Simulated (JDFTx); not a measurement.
# Ge (Cmmm) in JDFTx: convergence with n bands

Aim: find how far n bands must go before the results for Ge settle, at PBEsol. This setting moves, with any that are tied to it; all else stays.

All numbers are computed with JDFTx 1.7.0 (patched build); they aren't measurements. Logs are shortened: lines on timing, memory, paths and dates and some standing lists are left out, and cuts for length are marked. The log counts tension as positive stress, the text compression.

### 1 The crystal as given

The structure is orthorhombic, space group Cmmm (No. 65). Conventional cell: a = 2.794 Å, b = 5.201 Å, c = 2.698 Å, α = 90.00°, β = 90.00°, γ = 90.00°. Around Ge (site symmetry mmm) lie 8 Ge at 2.70 to 2.95 Å.

This isn't the form of Ge at room conditions, which is diamond.

### 2 With n bands 8

The input, Ge.in:

```
lattice \
    2.6402289653     2.6402289653     0.0000000000 \
   -4.9142630227     4.9142630227     0.0000000000 \
    0.0000000000     0.0000000000     5.0989176110
coords-type Cartesian
ion Ge     2.6402289653     0.0000000000     0.0000000000 1

ion-species pseudo/Ge.upf
elec-cutoff 39
elec-ex-corr gga-PBEsol
kpoint-folding 11 11 10
elec-smearing Fermi 0.0018374661
elec-n-bands 8
electronic-SCF nIterations 100 energyDiffThreshold 1e-09
electronic-minimize nIterations 30 energyDiffThreshold 1e-7
converge-empty-states yes
forces-output-coords Cartesian

dump-name run.$VAR
dump End Ecomponents EigStats BandEigs Kpoints Forces Stress
```

Potentials or basis: PseudoDojo-SR-PBEsol-0.4.1-standard with smoothed tails.

The run is started by

```console
> jdftx -c 1 -i Ge.in -o Ge.out
```

The log of the run:

```text
*************** JDFTx 1.7.0 (patched build) ***************

Input parsed successfully to the following command list (including defaults):
[... the input with its defaults ...]

---------- Setting up symmetries ----------

Non-trivial transmission matrix:
[   1   0   0  ]
[   1   1   0  ]
[   0   0   1  ]
with reduced lattice vectors:
[      5.280458      2.640229      0.000000  ]
[      0.000000      4.914263      0.000000  ]
[      0.000000      0.000000      5.098918  ]

Found 8 point-group symmetries of the bravais lattice
Found 8 space-group symmetries with basis
Applied RMS atom displacement 0 bohrs to make symmetries exact.

---------- Initializing the Grid ----------
R =
[      2.64023      2.64023            0  ]
[     -4.91426      4.91426            0  ]
[            0            0      5.09892  ]
unit cell volume = 132.315
G =
[    1.18989  -0.639281          0  ]
[    1.18989   0.639281         -0  ]
[         -0          0    1.23226  ]
Minimum fftbox size, Smin = [  32  32  32  ]
Chosen fftbox size, S = [  32  32  32  ]

---------- Exchange Correlation functional ----------
Initalized PBEsol GGA exchange.
Initalized PBEsol GGA correlation.

---------- Setting up pseudopotentials ----------
Width of ionic core gaussian charges (only for fluid interactions / plotting) set to 0

Reading pseudopotential file 'pseudo/Ge.upf':
  'Ge' pseudopotential, 'PBESOL' functional
  Generated using ONCVPSP code by D. R. Hamann
  14 valence electrons, 3 orbitals, 6 projectors, 1001 radial grid points, with lMax = 2
    3D    l: 2   occupation: 10.0   eigenvalue: -1.077211
    4S    l: 0   occupation:  2.0   eigenvalue: -0.431575
    4P    l: 1   occupation:  2.0   eigenvalue: -0.143216
  Core radius for overlap checks: 1.83 bohrs.

Initialized 1 species with 1 total atoms.

Folded 1 k-points by 11x11x10 to 1210 k-points.

---------- Setting up k-points, bands, fillings ----------
Reduced to 216 k-points under symmetry.
Computing the number of bands and number of electrons
Calculating initial fillings.
nElectrons:  14.000000   nBands: 8   nStates: 216

----- Setting up reduced wavefunction bases (one per k-point) -----
average nbasis = 1539.214 , ideal nbasis = 1539.214

---------- Setting up ewald sum ----------
Optimum gaussian width for ewald sums = 2.032885 bohr.
Real space sum over 1859 unit cells with max indices [  6  6  5  ]
Reciprocal space sum over 1859 terms with max indices [  6  6  5  ]

---------- Allocating electronic variables ----------
Initializing wave functions:  linear combination of atomic orbitals
Ge pseudo-atom occupations:   s ( 2 )  p ( 2 )  d ( 10 )
	FillingsUpdate:  mu: +0.428896875  nElectrons: 14.000000
LCAOMinimize: Iter:   0  F: -79.9171090547526859  |grad|_K:  5.517e-05  alpha:  1.000e+00
	FillingsUpdate:  mu: +0.428982959  nElectrons: 14.000000
LCAOMinimize: Iter:   1  F: -79.9171388184995379  |grad|_K:  2.479e-06  alpha:  8.993e-01  linmin:  2.105e-02  cgtest: -4.379e-01
	FillingsUpdate:  mu: +0.428990708  nElectrons: 14.000000
LCAOMinimize: Iter:   2  F: -79.9171388633767776  |grad|_K:  1.163e-06  alpha:  9.009e-01  linmin: -1.272e-05  cgtest:  5.050e-01
LCAOMinimize: Encountered beta<0, resetting CG.
	FillingsUpdate:  mu: +0.428989124  nElectrons: 14.000000
LCAOMinimize: Iter:   3  F: -79.9171388761505455  |grad|_K:  4.449e-08  alpha:  8.739e-01  linmin: -1.173e-03  cgtest:  1.787e-02
LCAOMinimize: Converged (|Delta F|<1.000000e-06 for 2 iters).

-------- Electronic minimization -----------
Will mix electronic density at each iteration.
	FillingsUpdate:  mu: +0.428989297  nElectrons: 14.000000
	FillingsUpdate:  mu: +0.416857314  nElectrons: 14.000000
SCF: Cycle:  0   F: -79.938632685749141   dF: -2.149e-02   |Residual|: 1.308e-02   |deigs|: 8.760e-03
	FillingsUpdate:  mu: +0.416001147  nElectrons: 14.000000
SCF: Cycle:  1   F: -79.939264317971265   dF: -6.316e-04   |Residual|: 7.459e-03   |deigs|: 3.173e-03
	FillingsUpdate:  mu: +0.415534988  nElectrons: 14.000000
SCF: Cycle:  2   F: -79.939336414987466   dF: -7.210e-05   |Residual|: 2.038e-03   |deigs|: 3.126e-03
	FillingsUpdate:  mu: +0.415686677  nElectrons: 14.000000
SCF: Cycle:  3   F: -79.939349149374664   dF: -1.273e-05   |Residual|: 8.149e-04   |deigs|: 1.265e-03
	FillingsUpdate:  mu: +0.415657899  nElectrons: 14.000000
SCF: Cycle:  4   F: -79.939352507210373   dF: -3.358e-06   |Residual|: 2.766e-04   |deigs|: 2.003e-04
	FillingsUpdate:  mu: +0.415650411  nElectrons: 14.000000
SCF: Cycle:  5   F: -79.939353583274453   dF: -1.076e-06   |Residual|: 1.073e-04   |deigs|: 8.023e-05
	FillingsUpdate:  mu: +0.415644386  nElectrons: 14.000000
SCF: Cycle:  6   F: -79.939354168624590   dF: -5.854e-07   |Residual|: 6.047e-05   |deigs|: 6.839e-05
	FillingsUpdate:  mu: +0.415648558  nElectrons: 14.000000
SCF: Cycle:  7   F: -79.939354438218558   dF: -2.696e-07   |Residual|: 2.540e-05   |deigs|: 3.454e-05
	FillingsUpdate:  mu: +0.415648264  nElectrons: 14.000000
SCF: Cycle:  8   F: -79.939354566282418   dF: -1.281e-07   |Residual|: 1.046e-05   |deigs|: 1.328e-05
	FillingsUpdate:  mu: +0.415647977  nElectrons: 14.000000
SCF: Cycle:  9   F: -79.939354628453302   dF: -6.217e-08   |Residual|: 9.469e-06   |deigs|: 7.297e-06
	FillingsUpdate:  mu: +0.415647896  nElectrons: 14.000000
SCF: Cycle: 10   F: -79.939354665890065   dF: -3.744e-08   |Residual|: 1.914e-05   |deigs|: 1.392e-05
	FillingsUpdate:  mu: +0.415646980  nElectrons: 14.000000
SCF: Cycle: 11   F: -79.939354685693587   dF: -1.980e-08   |Residual|: 7.630e-06   |deigs|: 7.305e-06
	FillingsUpdate:  mu: +0.415646096  nElectrons: 14.000000
SCF: Cycle: 12   F: -79.939354695184576   dF: -9.491e-09   |Residual|: 5.686e-06   |deigs|: 4.642e-06
	FillingsUpdate:  mu: +0.415646014  nElectrons: 14.000000
SCF: Cycle: 13   F: -79.939354700005623   dF: -4.821e-09   |Residual|: 5.282e-06   |deigs|: 2.627e-06
	FillingsUpdate:  mu: +0.415646128  nElectrons: 14.000000
SCF: Cycle: 14   F: -79.939354702820495   dF: -2.815e-09   |Residual|: 6.567e-06   |deigs|: 5.203e-06
	FillingsUpdate:  mu: +0.415645997  nElectrons: 14.000000
SCF: Cycle: 15   F: -79.939354704622460   dF: -1.802e-09   |Residual|: 6.307e-06   |deigs|: 2.106e-06
	FillingsUpdate:  mu: +0.415645387  nElectrons: 14.000000
SCF: Cycle: 16   F: -79.939354705951402   dF: -1.329e-09   |Residual|: 5.377e-06   |deigs|: 2.379e-06
	FillingsUpdate:  mu: +0.415644992  nElectrons: 14.000000
SCF: Cycle: 17   F: -79.939354707194155   dF: -1.243e-09   |Residual|: 5.150e-06   |deigs|: 1.688e-06
	FillingsUpdate:  mu: +0.415645396  nElectrons: 14.000000
SCF: Cycle: 18   F: -79.939354708537195   dF: -1.343e-09   |Residual|: 5.355e-06   |deigs|: 1.892e-06
	FillingsUpdate:  mu: +0.415645708  nElectrons: 14.000000
SCF: Cycle: 19   F: -79.939354709395275   dF: -8.581e-10   |Residual|: 5.368e-06   |deigs|: 1.633e-06
	FillingsUpdate:  mu: +0.415644584  nElectrons: 14.000000
SCF: Cycle: 20   F: -79.939354709963538   dF: -5.683e-10   |Residual|: 4.963e-06   |deigs|: 3.204e-06
SCF: Converged (|Delta E|<1.000000e-09 for 2 iters).

Setting wave functions to eigenvectors of Hamiltonian
Converging empty states (this may take a while): |deigs|: 2.195e-05
WARNING: the highest of 8 bands holds 0.32 electrons, and bands above it, which are left out, may hold some too: increase elec-n-bands until the energy does not change.

# Stress tensor in Cartesian coordinates [Eh/a0^3]:
[  9.07712e-05            0            0  ]
[            0  0.000197931            0  ]
[            0            0  0.000124252  ]

# Ionic positions in cartesian coordinates:
ion Ge   2.640228965300000   0.000000000000000   0.000000000000000 1

# Forces in Cartesian coordinates:
force Ge  -0.000000000000000   0.000000000000000   0.000000000000000 1

# Energy components:
   Eewald =      -54.9864447031064429
       EH =       23.1192724386177346
     Eloc =      -55.5270314379943599
      Enl =      -47.2241675133558303
      Exc =      -21.5786866173012015
 Exc_core =        9.2549489065669022
       KE =       67.0029000402447110
-------------------------------------
     Etot =      -79.9392088863284727
       TS =        0.0001458236350712
-------------------------------------
        F =      -79.9393547099635384

IonicMinimize: Iter:   0  F: -79.939354709963538  |grad|_K:  0.000e+00
IonicMinimize: Converged (|grad|_K<1.000000e-04).

#--- Lowdin population analysis ---
# oxidation-state Ge +0.026

Dumping 'run.eigStats' ...
	eMin: -0.492076 at state 0 ( [ +0.000000 +0.000000 +0.000000 ] spin 0 )
	HOMO: +0.415550 at state 109 ( [ +0.181818 +0.363636 +0.100000 ] spin 0 )
	mu  : +0.415646
	LUMO: +0.416176 at state 64 ( [ +0.090909 +0.454545 +0.400000 ] spin 0 )
	eMax: +0.782196 at state 5 ( [ +0.000000 +0.000000 +0.500000 ] spin 0 )
	HOMO-LUMO gap: +0.000627
	Optical gap  : +0.034752 at state 160 ( [ +0.272727 +0.454545 +0.400000 ] spin 0 )
Done!
```

It took 1.7 min on 1 thread of Arm Neoverse V1, shared host; peak memory 0.17 GiB.

What came out:

```yaml
Free_energy: -2175.2607 eV
Pressure: -4.0 GPa
Band_gap_on_the_k_mesh: none (metal or under the smearing width)
```

### 3 With n bands 9

Ge.in, as its differences from that of step 2:

```diff
@@ -12,3 +12,3 @@
 elec-smearing Fermi 0.0018374661
-elec-n-bands 8
+elec-n-bands 9
 electronic-SCF nIterations 100 energyDiffThreshold 1e-09
```

Potentials or basis: PseudoDojo-SR-PBEsol-0.4.1-standard with smoothed tails.

The run is started by

```console
> jdftx -c 1 -i Ge.in -o Ge.out
```

It took 86 s on 1 thread of Arm Neoverse V1, shared host; peak memory 0.18 GiB.

What came out:

```yaml
Free_energy: -2175.2607 eV
Pressure: -4.1 GPa
Band_gap_on_the_k_mesh: none (metal or under the smearing width)
```

### 4 With n bands 10

Ge.in, as its differences from that of step 3:

```diff
@@ -12,3 +12,3 @@
 elec-smearing Fermi 0.0018374661
-elec-n-bands 9
+elec-n-bands 10
 electronic-SCF nIterations 100 energyDiffThreshold 1e-09
```

The run is started by

```console
> jdftx -c 1 -i Ge.in -o Ge.out
```

It took 81 s on 1 thread of Arm Neoverse V1, shared host; peak memory 0.18 GiB.

What came out:

```yaml
Free_energy: -2175.2607 eV
Pressure: -4.1 GPa
Band_gap_on_the_k_mesh: none (metal or under the smearing width)
```

### 5 With n bands 11

Ge.in, as its differences from that of step 4:

```diff
@@ -12,3 +12,3 @@
 elec-smearing Fermi 0.0018374661
-elec-n-bands 10
+elec-n-bands 11
 electronic-SCF nIterations 100 energyDiffThreshold 1e-09
```

The run is started by

```console
> jdftx -c 1 -i Ge.in -o Ge.out
```

Wall time 90 s (1 thread of Arm Neoverse V1, shared host); peak memory 0.18 GiB.

Results:

- Free energy: -2175.2607 eV
- Pressure: -4.1 GPa
- Band gap on the k mesh: none (metal or under the smearing width)

### 6 With n bands 13

Ge.in, as its differences from that of step 5:

```diff
@@ -12,3 +12,3 @@
 elec-smearing Fermi 0.0018374661
-elec-n-bands 11
+elec-n-bands 13
 electronic-SCF nIterations 100 energyDiffThreshold 1e-09
```

Potentials or basis: PseudoDojo-SR-PBEsol-0.4.1-standard with smoothed tails.

The run is started by

```console
> jdftx -c 1 -i Ge.in -o Ge.out
```

Run time: 97 s. Hardware: 1 thread of Arm Neoverse V1, shared host; peak memory 0.19 GiB.

It converged, with:

| Item | Value |
| --- | --- |
| Free energy | -2175.2607 eV |
| Pressure | -4.1 GPa |
| Band gap on the k mesh | none (metal or under the smearing width) |

### 7 With n bands 17

Ge.in, as its differences from that of step 6:

```diff
@@ -12,3 +12,3 @@
 elec-smearing Fermi 0.0018374661
-elec-n-bands 13
+elec-n-bands 17
 electronic-SCF nIterations 100 energyDiffThreshold 1e-09
```

The run is started by

```console
> jdftx -c 1 -i Ge.in -o Ge.out
```

Wall time 1.9 min (1 thread of Arm Neoverse V1, shared host); peak memory 0.22 GiB.

It converged, with:

```yaml
Free_energy: -2175.2607 eV
Pressure: -4.1 GPa
Band_gap_on_the_k_mesh: none (metal or under the smearing width)
```

### 8 With n bands 23

Ge.in, as its differences from that of step 7:

```diff
@@ -12,3 +12,3 @@
 elec-smearing Fermi 0.0018374661
-elec-n-bands 17
+elec-n-bands 23
 electronic-SCF nIterations 100 energyDiffThreshold 1e-09
```

The run is started by

```console
> jdftx -c 1 -i Ge.in -o Ge.out
```

Wall time 2.4 min (1 thread of Arm Neoverse V1, shared host); peak memory 0.28 GiB.

The run converged. Its results:

```yaml
Free_energy: -2175.2607 eV
Pressure: -4.1 GPa
Band_gap_on_the_k_mesh: none (metal or under the smearing width)
```

### 9 Result

| n bands | energy less the tightest run, at zero smearing (meV/atom) | SCF cycles | CPU time (s) | peak memory (GiB) |
| --- | --- | --- | --- | --- |
| 8 | 0.00 | 21 | 100 | 0.17 |
| 9 | 0.00 | 14 | 86 | 0.18 |
| 10 | 0.00 | 11 | 81 | 0.18 |
| 11 | 0.00 | 11 | 90 | 0.18 |
| 13 | 0.00 | 10 | 97 | 0.19 |
| 17 | 0.00 | 9 | 120 | 0.22 |
| 23 | 0.00 | 8 | 140 | 0.28 |

Against the tightest run, the energy stays within 1 meV/atom from 8 on. The tightest run that finished is the yardstick and may itself not be fully converged.

Caveats: the empty levels aren't tightly converged.
